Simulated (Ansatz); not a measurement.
Runs of Ansatz 0.2.0 on CuO. Symmetry: P-6m2, No. 187, hexagonal system. Conventional cell: a = 2.836 Å, b = 2.836 Å, c = 2.768 Å, α = 90.00°, β = 90.00°, γ = 120.00°. Cu (site symmetry -6m2) has 6 O at 2.14 Å as nearest neighbours. O (site symmetry -6m2) is surrounded by 6 Cu at 2.14 Å. Measurements of this composition are mostly on another form, of space group No. 15.

```tsv
task	level	potentials or basis	cell	k mesh	cutoff (eV)	smearing	phonons	basis error allowed	mesh quality	gap on the mesh (eV)	pressure (GPa)	relaxed volume (Å³/atom)
relaxation of cell and atoms	LDA	all-electron LAPW, scalar-relativistic	relaxed	9 × 9 × 8	-	fermi-dirac 0.05 eV	-	0.002 eV/atom	coarse	-	0.0	(a)
single point	PBE	all-electron LAPW, scalar-relativistic	as given	7 × 7 × 6	331	fermi-dirac 0.03 eV	-	0.002 eV/atom	coarse	none	-0.6	-
phonons	PBEsol	all-electron PAW datasets made for the crystal	as given	11 × 11 × 10	450	fermi-dirac 0.05 eV	method dfpt	-	not flagged	none	-	-
relaxation of cell and atoms	PBE	all-electron LAPW, scalar-relativistic	relaxed	9 × 9 × 8	-	fermi-dirac 0.05 eV	-	0.002 eV/atom	coarse	-	0.0	9.68
phonons	PBE	all-electron LAPW, scalar-relativistic	as given	11 × 11 × 10	354	fermi-dirac 0.05 eV	-	0.002 eV/atom	not flagged	none	-	-
relaxation of cell and atoms	PBEsol	all-electron LAPW, scalar-relativistic	relaxed	9 × 9 × 8	-	fermi-dirac 0.05 eV	-	0.002 eV/atom	coarse	-	0.0	9.19
single point	PBE	all-electron LAPW, scalar-relativistic	as given	11 × 11 × 10	358	fermi-dirac 0.05 eV	-	0.001 eV/atom	not flagged	none	-0.5	-
density of states	PBE	all-electron PAW datasets made for the crystal	as given	11 × 11 × 10	400	fermi-dirac 0.05 eV	-	-	not flagged	none	-0.5	-
```

Alike in all rows: no spin polarisation.

**Question.** Estimate the missing entries.

**Answer.** (a) 8.86.

Caveats: some runs use coarse meshes; the run has no spin polarisation, though such a crystal can be magnetic; an odd number of electrons without spin polarisation forces a metal (some runs); a magnetic or distorted state may lie lower (some runs); semilocal functionals often make such compounds metallic where correlation or magnetic order opens a gap, which also shifts bond lengths (some runs); the k mesh is thin for a metal, which can move the energy by tens of meV per atom (some runs); a metal's response needs a denser mesh (some runs); some modes are imaginary (some runs).

A k mesh can miss the band edges.

A gap of «none» marks a metal or a gap under the smearing width.

Not every run made on this cell is shown here.
